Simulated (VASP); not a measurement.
# GaN (P6_3/mmc) in VASP: a series of runs

One crystal, GaN, is run at these levels: PBE, HF; tasks: single point, relaxation of cell and atoms.

Program: VASP 6.6.1. These are calculated values, not measurements. Logs are shortened: lines on timing, memory, paths and dates and some standing lists are left out, and cuts for length are marked.

### Step 1. The crystal as given

It takes space group P6_3/mmc (No. 194, hexagonal). The conventional cell has a = 3.005 Å, b = 3.005 Å, c = 5.095 Å, α = 90.00°, β = 90.00°, γ = 120.00°. Around Ga (site symmetry -3m) lie 6 N at 2.15 Å. N (site symmetry -6m2) has 6 Ga at 2.15 Å as nearest neighbours.

The cell was built by a generator and needn't be a form met in nature.

### Step 2. Single point, PBE

INCAR reads:

```
PREC     = Accurate       # precision mode
ENCUT    = 520            # plane-wave cutoff, eV
EDIFF    = 1E-6           # SCF threshold, eV
ISMEAR   = -1             # smearing method
SIGMA    = 0.02           # smearing width, eV
LREAL    = False          # projectors in reciprocal space
LASPH    = True           # aspherical terms in the spheres
NELM     = 100            # most SCF steps
ALGO     = Fast           # electronic algorithm
ISIF     = 2              # what is computed and relaxed
LWAVE    = False          # write WAVECAR
LCHARG   = True           # write CHGCAR
GGA      = PE             # functional
LELF     = True           # ELF
LVHAR    = True         
NBANDS   = 26             # bands
```

KPOINTS reads:

```
Automatic mesh
0
Gamma
  12 12 6
```

POSCAR reads:

```
GaN
1.0
    3.0051167725      0.0000000000      0.0000000000
   -1.5025583863      2.6025074663      0.0000000000
    0.0000000000      0.0000000000      5.0954783185
Ga N
2 2
Direct
    0.0000000000      0.0000000000      0.0000000000
    0.0000000000      0.0000000000      0.5000000000
    0.3333333333      0.6666666667      0.2500000000
    0.6666666667      0.3333333333      0.7500000000
```

Potentials or basis: VASP PAW PBE potentials, release 64 (Ga_d, N).

Command:

```
$ cat potpaw_PBE.64/Ga_d/POTCAR potpaw_PBE.64/N/POTCAR > POTCAR
$ mpirun -np 1 vasp_std > vasp.out
```

OUTCAR:

```text
PREC = Accurate
   ENCUT = 520
   EDIFF = 1E-6
   ISMEAR = -1
   LREAL = False
   LASPH = True
   NELM = 100
   ISIF = 2
   GGA = PE

 ion  position               nearest neighbor table
   1  0.000  0.000  0.000-   3 2.15   4 2.15   4 2.15   3 2.15   4 2.15   3 2.15   2 2.55   2 2.55

   2  0.000  0.000  0.500-   3 2.15   4 2.15   4 2.15   3 2.15   4 2.15   3 2.15   1 2.55   1 2.55

   3  0.333  0.667  0.250-   1 2.15   2 2.15   1 2.15   2 2.15   1 2.15   2 2.15
   4  0.667  0.333  0.750-   1 2.15   2 2.15   1 2.15   2 2.15   1 2.15   2 2.15

  LATTYP: Found a hexagonal cell.
 ALAT       =     3.0051167725
 C/A-ratio  =     1.6956007717

  Lattice vectors:

 A1 = (   3.0051167725,   0.0000000000,   0.0000000000)
 A2 = (  -1.5025583863,   2.6025074663,   0.0000000000)
 A3 = (   0.0000000000,   0.0000000000,   5.0954783185)

Analysis of symmetry for initial positions (statically):
=====================================================================
 Subroutine PRICEL returns:
 Original cell was already a primitive cell.

 Routine SETGRP: Setting up the symmetry group for a
 hexagonal supercell.

 Subroutine GETGRP returns: Found 24 space group operations
 (whereof 12 operations were pure point group operations)
 out of a pool of 24 trial point group operations.

The static configuration has the point symmetry D_3d.
 The point group associated with its full space group is D_6h.

Analysis of symmetry for dynamics (positions and initial velocities):
=====================================================================
 Subroutine PRICEL returns:
 Original cell was already a primitive cell.

 Routine SETGRP: Setting up the symmetry group for a
 hexagonal supercell.

 Subroutine GETGRP returns: Found 24 space group operations
 (whereof 12 operations were pure point group operations)
 out of a pool of 24 trial point group operations.

The dynamic configuration has the point symmetry D_3d.
 The point group associated with its full space group is D_6h.

 Subroutine INISYM returns: Found 24 space group operations
 (whereof 12 operations are pure point group operations),
 and found     1 'primitive' translations

----------------------------------------------------------------------------------------

                                     Primitive cell

[... 92 lines left out ...]
   ENCUT  =  520.0 eV  38.22 Ry    6.18 a.u.   5.59  5.59  9.47*2*pi/ulx,y,z
   NELM   =    100;   NELMIN=  2; NELMDL= -5     # of ELM steps
   EDIFF  = 0.1E-05   stopping-criterion for ELM
   LREAL  =      F    real-space projection
   EDIFFG = 0.1E-04   stopping-criterion for IOM
   NSW    =      0    number of steps for IOM
   IBRION =     -1    ionic relax: 0-MD 1-quasi-New 2-CG
   NFREE  =      0    steps in history (QN), initial steepest desc. (CG)
   ISIF   =      2    stress and relaxation
   ISYM   =      2    0-nonsym 1-usesym 2-fastsym
   POTIM  = 0.5000    time-step for ionic-motion
   TEBEG  =    0.0;   TEEND  =   0.0 temperature during run
   PSTRESS=    0.0 pullay stress
   NELECT =      36.0000    total number of electrons
   NUPDOWN=      -1.0000    fix difference up-down
   EMIN   =  10.00;   EMAX   =-10.00  energy-range for DOS
   EFERMI =   0.00;   METHOD = LEGACY
   ISMEAR =    -1;   SIGMA  =   0.02  broadening in eV -4-tet -1-fermi 0-gaus
   EFERMI_NEDOS =   21; number of points for ismear=-14 and -15
   IALGO  =     68    algorithm
   IMIX   =      4    mixing-type and parameters
     AMIX     =   0.40;   BMIX     =  1.00
     AMIX_MAG =   1.60;   BMIX_MAG =  1.00
  volume/ion in A,a.u.               =       9.96        67.23
  Fermi-wavevector in a.u.,A,eV,Ry     =   1.582570  2.990623 34.076165  2.504527
  Thomas-Fermi vector in A             =   2.682473
   LORBIT       =      0    0 simple, 1 ext, 2 COOP (PROOUT), +10 PAW based schemes
   GGA     = PE    functional components
   LHFCALC =     F    Hartree Fock is set to
   AEXX    =    0.0000 exact exchange contribution
   IVDW    =     0    specifies the selected vdW correction
   LEPSILON=     F    determine dielectric tensor
   LRPA    =     F    only Hartree local field effects (RPA)
 non-spin polarized calculation
 RMM-DIIS sequential band-by-band and
  energy-cutoff  :      520.00
  volume of cell :       39.85
 maximum number of plane-waves:      1099
 NGX is ok and might be reduce to    24
   NGX = 11   NGY = 11   NGZ = 19

 number of electron      36.0000016 magnetization

 Free energy of the ion-electron system (eV)
  ---------------------------------------------------
  ext. energy  EPLUGINS =         0.00000000
  ---------------------------------------------------
  free energy    TOTEN  =       -21.89630042 eV

  energy without entropy =      -21.89630042  energy(sigma->0) =      -21.89630042

 E-fermi :   7.7492     XC(G=0): -12.7362

 val. band max:        7.3263103807   @ k =   0.1667  -0.0000   0.0000
 cond. band min:       8.4282799274   @ k =   0.3333   0.3333   0.0000
 fundamental gap:      1.1019695467
 Fermi energy:         7.7491771805

 k-point     1 :       0.0000    0.0000    0.0000
  band No.  band energies     occupation
      1      -9.6176      2.00000
      2      -7.2665      2.00000
      3      -7.0326      2.00000
      4      -7.0326      2.00000
      5      -6.8843      2.00000
      6      -6.8843      2.00000
[... 685 lines left out ...]
     25      17.7982      0.00000
     26      20.1430      0.00000

 [... further k-points ...]

------------------------ aborting loop because EDIFF is reached ----------------------------------------

  FORCE on cell =-STRESS in cart. coord.  units (eV):
  Direction    XX          YY          ZZ          XY          YZ          ZX
  --------------------------------------------------------------------------------------
  -------------------------------------------------------------------------------------
  Total        0.1701331      0.1701331      0.1840757     -0.0000000     -0.0000000     -0.0000000
  in kB        6.8400796      6.8400796      7.4006309     -0.0000000     -0.0000000     -0.0000000
  external PRESSURE =       7.0269300 kB  Pullay stress =       0.0000000 kB

 VOLUME and BASIS-vectors are now :
 -----------------------------------------------------------------------------
  energy-cutoff  :      520.00
  volume of cell :       39.85
      direct lattice vectors                 reciprocal lattice vectors
     3.005116773  0.000000000  0.000000000     0.332765771  0.192122408  0.000000000
    -1.502558386  2.602507466  0.000000000     0.000000000  0.384244815  0.000000000
     0.000000000  0.000000000  5.095478318     0.000000000  0.000000000  0.196252430

 POSITION                                       TOTAL-FORCE (eV/Angst)
 -----------------------------------------------------------------------------------
      0.00000      0.00000      0.00000         0.000000      0.000000      0.000000
      0.00000      0.00000      2.54774         0.000000      0.000000      0.000000
     -0.00000      1.73500      1.27387         0.000000      0.000000      0.000000
      1.50256      0.86750      3.82161        -0.000000      0.000000     -0.000000
 -----------------------------------------------------------------------------------
    total drift:                               -0.000000      0.000000      0.000000

  FREE ENERGIE OF THE ION-ELECTRON SYSTEM (eV)
  ---------------------------------------------------
  free  energy   TOTEN  =       -21.8963004180 eV

  energy  without entropy=      -21.8963004180  energy(sigma->0) =      -21.89630042
```

Run time: 29 s. Hardware: 1 thread of Intel Xeon 6975P-C (Granite Rapids), shared host; peak memory 0.2 GiB.

What came out:

| Property | Result |
| --- | --- |
| Free energy | -21.8963 eV |
| Pressure | 0.7 GPa |
| Band gap on the k mesh | 1.10 eV, indirect (least direct gap 1.36 eV) |

[end of part 1 of 2]
